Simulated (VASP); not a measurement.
# CsSnI3 (Pm-3m) in VASP: a series of runs

The runs below take CsSnI3 through band structure, single point, equation of state, with PBE, r2SCAN.

All numbers are computed with VASP 6.6.1; they aren't measurements. Logs are shortened: lines on timing, memory, paths and dates and some standing lists are left out, and cuts for length are marked.

**1. Starting point**

The structure is cubic, space group Pm-3m (No. 221). Conventional cell: a = 6.206 Å, b = 6.206 Å, c = 6.206 Å, α = 90.00°, β = 90.00°, γ = 90.00°. Around Cs (site symmetry m-3m) lie 12 I at 4.39 Å. Around I (site symmetry 4/mmm) lie 2 Sn at 3.10 Å. Sn (site symmetry m-3m) is surrounded by 6 I at 3.10 Å.

**2. Band structure, PBE**

Input file POSCAR:

```
CsSnI3
1.0
    6.2057000000      0.0000000000      0.0000000000
    0.0000000000      6.2057000000      0.0000000000
    0.0000000000      0.0000000000      6.2057000000
Cs I Sn
1 3 1
Direct
    0.0000000000      0.0000000000      0.0000000000
    0.5000000000      0.5000000000      0.0000000000
    0.5000000000      0.0000000000      0.5000000000
    0.0000000000      0.5000000000      0.5000000000
    0.5000000000      0.5000000000      0.5000000000
```

Input file INCAR.step1:

```
ALGO = Normal ; EDIFF = 1E-7
ENCUT = 520 ; GGA = PE
ISIF = 2 ; ISMEAR = -1
LASPH = True ; LCHARG = True
LREAL = False ; LWAVE = False
NBANDS = 30 ; NELM = 80
PREC = Accurate ; SIGMA = 0.05
```

Input file KPOINTS.step1:

```
k-points
0
Gamma
  4 4 4
```

Input file INCAR.step2:

```
ALGO = Normal ; EDIFF = 1E-7
ENCUT = 520 ; GGA = PE
ICHARG = 11 ; ISIF = 2
ISMEAR = 0 ; LASPH = True
LCHARG = False ; LREAL = False
LWAVE = False ; NBANDS = 30
NELM = 80 ; PREC = Accurate
SIGMA = 0.05
```

Input file KPOINTS.step2:

```
path GXMGRX,MR
10
line-mode
reciprocal
 0.0000000000  0.0000000000  0.0000000000  G
 0.0000000000  0.5000000000  0.0000000000  X

 0.0000000000  0.5000000000  0.0000000000  X
 0.5000000000  0.5000000000  0.0000000000  M

 0.5000000000  0.5000000000  0.0000000000  M
 0.0000000000  0.0000000000  0.0000000000  G

 0.0000000000  0.0000000000  0.0000000000  G
 0.5000000000  0.5000000000  0.5000000000  R

 0.5000000000  0.5000000000  0.5000000000  R
 0.0000000000  0.5000000000  0.0000000000  X

 0.5000000000  0.5000000000  0.0000000000  M
 0.5000000000  0.5000000000  0.5000000000  R
```

Potentials or basis: VASP PAW PBE potentials, release 64 (Cs_sv, I, Sn_d).

Launch:

```
$ cat potpaw_PBE.64/Cs_sv/POTCAR potpaw_PBE.64/I/POTCAR potpaw_PBE.64/Sn_d/POTCAR > POTCAR
$ cp INCAR.step1 INCAR
$ cp KPOINTS.step1 KPOINTS
$ mpirun -np 1 vasp_std > vasp.out
$ cp INCAR.step2 INCAR
$ cp KPOINTS.step2 KPOINTS
$ mpirun -np 1 vasp_std > vasp.out
```

OUTCAR:

```text
EDIFF = 1E-7
   ENCUT = 520
   GGA = PE
   ICHARG = 11
   ISIF = 2
   ISMEAR = 0
   LASPH = True
   LREAL = False
   NELM = 80
   PREC = Accurate

 ion  position               nearest neighbor table
   1  0.000  0.000  0.000-
   2  0.500  0.500  0.000-   5 3.10   5 3.10
   3  0.500  0.000  0.500-   5 3.10   5 3.10
   4  0.000  0.500  0.500-   5 3.10   5 3.10
   5  0.500  0.500  0.500-   2 3.10   3 3.10   4 3.10   2 3.10   3 3.10   4 3.10

  LATTYP: Found a simple cubic cell.
 ALAT       =     6.2057000000

  Lattice vectors:

 A1 = (   6.2057000000,   0.0000000000,   0.0000000000)
 A2 = (   0.0000000000,   6.2057000000,   0.0000000000)
 A3 = (   0.0000000000,   0.0000000000,   6.2057000000)

Analysis of symmetry for initial positions (statically):
=====================================================================
 Subroutine PRICEL returns:
 Original cell was already a primitive cell.

 Routine SETGRP: Setting up the symmetry group for a
 simple cubic supercell.

 Subroutine GETGRP returns: Found 48 space group operations
 (whereof 48 operations were pure point group operations)
 out of a pool of 48 trial point group operations.

The static configuration has the point symmetry O_h .

Analysis of symmetry for dynamics (positions and initial velocities):
=====================================================================
 Subroutine PRICEL returns:
 Original cell was already a primitive cell.

 Routine SETGRP: Setting up the symmetry group for a
 simple cubic supercell.

 Subroutine GETGRP returns: Found 48 space group operations
 (whereof 48 operations were pure point group operations)
 out of a pool of 48 trial point group operations.

The dynamic configuration has the point symmetry O_h .

 Subroutine INISYM returns: Found 48 space group operations
 (whereof 48 operations are pure point group operations),
 and found     1 'primitive' translations

----------------------------------------------------------------------------------------

                                     Primitive cell

  volume of cell :     238.9859

  direct lattice vectors                    reciprocal lattice vectors
     6.205700000  0.000000000  0.000000000     0.161142176  0.000000000  0.000000000
     0.000000000  6.205700000  0.000000000     0.000000000  0.161142176  0.000000000
     0.000000000  0.000000000  6.205700000     0.000000000  0.000000000  0.161142176

  length of vectors
     6.205700000  6.205700000  6.205700000     0.161142176  0.161142176  0.161142176

  position of ions in fractional coordinates (direct lattice)
     0.000000000  0.000000000  0.000000000
     0.500000000  0.500000000  0.000000000
     0.500000000  0.000000000  0.500000000
     0.000000000  0.500000000  0.500000000
     0.500000000  0.500000000  0.500000000

  ion indices of the primitive-cell ions
   primitive index   ion index
                 1           1
                 2           2
                 3           3
                 4           4
                 5           5

----------------------------------------------------------------------------------------

 KPOINTS: path GXMGRX,MR

Interpolating k-points between supplied coordinates.

 Line segments in fractional coordinates (reciprocal lattice):
    0.000000  0.000000  0.000000  ...  0.000000  0.500000  0.000000
    0.000000  0.500000  0.000000  ...  0.500000  0.500000  0.000000
    0.500000  0.500000  0.000000  ...  0.000000  0.000000  0.000000
    0.000000  0.000000  0.000000  ...  0.500000  0.500000  0.500000
    0.500000  0.500000  0.500000  ...  0.000000  0.500000  0.000000
    0.500000  0.500000  0.000000  ...  0.500000  0.500000  0.500000

 Generated    10 points on each line segment, for a total of     60 k-points:

 Following reciprocal coordinates:
            Coordinates               Weight
  0.000000  0.000000  0.000000      0.016667
  0.000000  0.055556  0.000000      0.016667
  0.000000  0.111111  0.000000      0.016667
  0.000000  0.166667  0.000000      0.016667
  0.000000  0.222222  0.000000      0.016667
  0.000000  0.277778  0.000000      0.016667
[... 16 lines left out ...]
  0.388889  0.388889  0.000000      0.016667
  0.333333  0.333333  0.000000      0.016667
 [... further k-points ...]
   k-points           NKPTS =     60   k-points in BZ     NKDIM =     60   number of bands    NBANDS=     30
   number of dos      NEDOS =    301   number of ions     NIONS =      5
   total plane-waves  NPLWV = 110592
   dimension x,y,z NGX =    48 NGY =   48 NGZ =   48
   dimension x,y,z NGXF=    96 NGYF=   96 NGZF=   96
   ions per type =               1   3   1
   NGX,Y,Z   is equivalent  to a cutoff of  12.86, 12.86, 12.86 a.u.
   NGXF,Y,Z  is equivalent  to a cutoff of  25.72, 25.72, 25.72 a.u.
 SYSTEM =  unknown system
   PREC   = accura    normal or accurate (medium, high low for compatibility)
   ISTART =      0    job   : 0-new  1-cont  2-samecut
   ICHARG =     11    charge: 1-file 2-atom 10-const
   ISPIN  =      1    spin polarized calculation?
   LNONCOLLINEAR =      F non collinear calculations
   LSORBIT =      F    spin-orbit coupling
   LASPH  =      T    aspherical Exc in radial PAW
   ENCUT  =  520.0 eV  38.22 Ry    6.18 a.u.  11.54 11.54 11.54*2*pi/ulx,y,z
   NELM   =     80;   NELMIN=  2; NELMDL=  0     # of ELM steps
   EDIFF  = 0.1E-06   stopping-criterion for ELM
   LREAL  =      F    real-space projection
   EDIFFG = 0.1E-05   stopping-criterion for IOM
   NSW    =      0    number of steps for IOM
   IBRION =     -1    ionic relax: 0-MD 1-quasi-New 2-CG
   NFREE  =      0    steps in history (QN), initial steepest desc. (CG)
   ISIF   =      2    stress and relaxation
   ISYM   =      2    0-nonsym 1-usesym 2-fastsym
   POTIM  = 0.5000    time-step for ionic-motion
   TEBEG  =    0.0;   TEEND  =   0.0 temperature during run
   PSTRESS=    0.0 pullay stress
   NELECT =      44.0000    total number of electrons
   NUPDOWN=      -1.0000    fix difference up-down
   EMIN   =  10.00;   EMAX   =-10.00  energy-range for DOS
   EFERMI =   0.00;   METHOD = LEGACY
   ISMEAR =     0;   SIGMA  =   0.05  broadening in eV -4-tet -1-fermi 0-gaus
   EFERMI_NEDOS =   21; number of points for ismear=-14 and -15
   IALGO  =     38    algorithm
   IMIX   =      4    mixing-type and parameters
     AMIX     =   0.40;   BMIX     =  1.00
     AMIX_MAG =   1.60;   BMIX_MAG =  1.00
  volume/ion in A,a.u.               =      47.80       322.55
  Fermi-wavevector in a.u.,A,eV,Ry     =   0.931326  1.759950 11.801253  0.867368
  Thomas-Fermi vector in A             =   2.057807
   LORBIT       =      0    0 simple, 1 ext, 2 COOP (PROOUT), +10 PAW based schemes
   GGA     = PE    functional components
   LHFCALC =     F    Hartree Fock is set to
   AEXX    =    0.0000 exact exchange contribution
   IVDW    =     0    specifies the selected vdW correction
   LEPSILON=     F    determine dielectric tensor
   LRPA    =     F    only Hartree local field effects (RPA)
 non-spin polarized calculation
 Gauss-broadening in eV      SIGMA  =   0.05
  energy-cutoff  :      520.00
  volume of cell :      238.99
 maximum number of plane-waves:      6488
 NGX is ok and might be reduce to    48

 number of electron      43.9999983 magnetization

 Free energy of the ion-electron system (eV)
  ---------------------------------------------------
  ext. energy  EPLUGINS =         0.00000000
  ---------------------------------------------------
  free energy    TOTEN  =       -13.25257519 eV

  energy without entropy =      -13.25257462  energy(sigma->0) =      -13.25257491

 E-fermi :   3.0556     XC(G=0):  -7.5233

 val. band max:        2.9093778544   @ k =   0.5000   0.5000   0.5000
 cond. band min:       3.2105969190   @ k =   0.5000   0.5000   0.5000
 fundamental gap:      0.3012190646
 Fermi energy:         3.0555517182

 k-point     1 :       0.0000    0.0000    0.0000
  band No.  band energies     occupation
      1     -19.4255      2.00000
      2     -19.2487      2.00000
      3     -19.2487      2.00000
      4     -19.2265      2.00000
      5     -19.2265      2.00000
      6     -19.2265      2.00000
[... 22 lines left out ...]
     29       7.5872      0.00000
     30       7.5872      0.00000

 k-point     2 :       0.0000    0.0556    0.0000
  band No.  band energies     occupation
      1     -19.4255      2.00000
      2     -19.2487      2.00000
      3     -19.2487      2.00000
      4     -19.2265      2.00000
      5     -19.2265      2.00000
      6     -19.2265      2.00000
[... 22 lines left out ...]
     29       7.4532      0.00000
     30       7.5773      0.00000

 k-point     3 :       0.0000    0.1111    0.0000
  band No.  band energies     occupation
      1     -19.4255      2.00000
      2     -19.2487      2.00000
      3     -19.2486      2.00000
      4     -19.2265      2.00000
      5     -19.2265      2.00000
      6     -19.2265      2.00000
[... 22 lines left out ...]
     29       7.0966      0.00000
     30       7.5522      0.00000

 k-point     4 :       0.0000    0.1667    0.0000
  band No.  band energies     occupation
      1     -19.4254      2.00000
      2     -19.2487      2.00000
      3     -19.2484      2.00000
      4     -19.2265      2.00000
      5     -19.2265      2.00000
      6     -19.2265      2.00000
[... 616 lines left out ...]
     29       7.9052      0.00000
     30       7.9504      0.00000

 k-point    23 :       0.3889    0.3889    0.0000
  band No.  band energies     occupation
      1     -19.4248      2.00000
      2     -19.2481      2.00000
      3     -19.2467      2.00000
      4     -19.2267      2.00000
      5     -19.2266      2.00000
      6     -19.2266      2.00000
[... 22 lines left out ...]
     29       7.6503      0.00000
     30       7.7419      0.00000

 k-point    24 :       0.3333    0.3333    0.0000
  band No.  band energies     occupation
      1     -19.4249      2.00000
      2     -19.2482      2.00000
      3     -19.2470      2.00000
      4     -19.2267      2.00000
      5     -19.2266      2.00000
      6     -19.2266      2.00000
[... 22 lines left out ...]
     29       7.5255      0.00000
     30       7.5486      0.00000

 [... further k-points ...]

------------------------ aborting loop because EDIFF is reached ----------------------------------------

  FORCE on cell =-STRESS in cart. coord.  units (eV):
  Direction    XX          YY          ZZ          XY          YZ          ZX
  --------------------------------------------------------------------------------------
  -------------------------------------------------------------------------------------
  Total        3.4710040      3.4710040      3.4710040      0.0000000      0.0000000      0.0000000
  in kB       23.2698383     23.2698383     23.2698383      0.0000000      0.0000000      0.0000000
  external PRESSURE =      23.2698383 kB  Pullay stress =       0.0000000 kB

 VOLUME and BASIS-vectors are now :
 -----------------------------------------------------------------------------
  energy-cutoff  :      520.00
  volume of cell :      238.99
      direct lattice vectors                 reciprocal lattice vectors
     6.205700000  0.000000000  0.000000000     0.161142176  0.000000000  0.000000000
     0.000000000  6.205700000  0.000000000     0.000000000  0.161142176  0.000000000
     0.000000000  0.000000000  6.205700000     0.000000000  0.000000000  0.161142176

 POSITION                                       TOTAL-FORCE (eV/Angst)
 -----------------------------------------------------------------------------------
      0.00000      0.00000      0.00000         0.000000      0.000000      0.000000
      3.10285      3.10285      0.00000         0.000000      0.000000      0.000000
      3.10285      0.00000      3.10285         0.000000      0.000000      0.000000
      0.00000      3.10285      3.10285         0.000000      0.000000      0.000000
      3.10285      3.10285      3.10285         0.000000      0.000000      0.000000
 -----------------------------------------------------------------------------------
    total drift:                                0.000000     -0.000000     -0.000000

  FREE ENERGIE OF THE ION-ELECTRON SYSTEM (eV)
  ---------------------------------------------------
  free  energy   TOTEN  =       -13.2525751883 eV

  energy  without entropy=      -13.2525746247  energy(sigma->0) =      -13.25257491
```

It took 2.4 min on 1 thread of AMD EPYC 9R45 (Zen 5), shared host; peak memory 0.56 GiB.

What came out:

```yaml
Band_gap_on_the_k_mesh: 0.30 eV, direct
Band_gap_along_the_path: 0.30 eV, direct
```

Levels at the corners of the path, in eV from the valence-band top:
```csv
point,band 19,band 20,band 21,band 22,band 23,band 24,band 25,band 26
Γ,-2.36,-2.20,-2.20,-2.20,2.16,3.09,3.09,3.42
X,-2.52,-2.32,-2.32,-1.58,1.07,3.71,3.90,4.17
X,-2.52,-2.32,-2.32,-1.58,1.07,3.71,3.90,4.17
M,-2.67,-2.55,-1.77,-0.79,0.75,0.75,3.96,4.18
M,-2.67,-2.55,-1.77,-0.79,0.75,0.75,3.96,4.18
Γ,-2.36,-2.20,-2.20,-2.20,2.16,3.09,3.09,3.42
Γ,-2.36,-2.20,-2.20,-2.20,2.16,3.09,3.09,3.42
R,-1.76,-1.76,-1.76,0.00,0.30,0.30,0.30,2.97
R,-1.76,-1.76,-1.76,0.00,0.30,0.30,0.30,2.97
X,-2.52,-2.32,-2.32,-1.58,1.07,3.71,3.90,4.17
M,-2.67,-2.55,-1.77,-0.79,0.75,0.75,3.96,4.18
R,-1.76,-1.76,-1.76,0.00,0.30,0.30,0.30,2.97
```

Caveat: the log is that of the step along the path at fixed density, whose energy, stress, charges and moments have no meaning; spin-orbit coupling is left out, which moves the levels of the heavy elements.

**3. Band structure, PBE, spin-orbit coupling, no magnetisation**

POSCAR is that of step 2.

Input file INCAR.step1:

```
ALGO = Normal ; EDIFF = 1E-7
ENCUT = 520 ; GGA = PE
GGA_COMPAT = False ; ISIF = 2
ISMEAR = -1 ; LASPH = True
LCHARG = True ; LORBIT = 11
LREAL = False ; LSORBIT = True
LWAVE = False ; MAGMOM = 0 0 0 0 0 0 0 0 0 0 0 0 0 0 0
NBANDS = 59 ; NELM = 80
PREC = Accurate ; SIGMA = 0.05
```

KPOINTS.step1 is that of step 2.

Input file INCAR.step2:

```
ALGO = Normal ; EDIFF = 1E-7
ENCUT = 520 ; GGA = PE
GGA_COMPAT = False ; ICHARG = 11
ISIF = 2 ; ISMEAR = 0
LASPH = True ; LCHARG = False
LORBIT = 11 ; LREAL = False
LSORBIT = True ; LWAVE = False
MAGMOM = 0 0 0 0 0 0 0 0 0 0 0 0 0 0 0 ; NBANDS = 59
NELM = 80 ; PREC = Accurate
SIGMA = 0.05
```

KPOINTS.step2 is that of step 2.

Potentials or basis: VASP PAW PBE potentials, release 64 (Cs_sv, I, Sn_d).

Launch:

```
$ cat potpaw_PBE.64/Cs_sv/POTCAR potpaw_PBE.64/I/POTCAR potpaw_PBE.64/Sn_d/POTCAR > POTCAR
$ cp INCAR.step1 INCAR
$ cp KPOINTS.step1 KPOINTS
$ mpirun -np 1 vasp_ncl > vasp.out
$ cp INCAR.step2 INCAR
$ cp KPOINTS.step2 KPOINTS
$ mpirun -np 1 vasp_ncl > vasp.out
```

Wall time 11 min (1 thread of AMD EPYC 9R45 (Zen 5), shared host); peak memory 1.5 GiB.

Caveat: the log is that of the step along the path at fixed density, whose energy, stress, charges and moments have no meaning.

(Continued in part 2 of 2.)
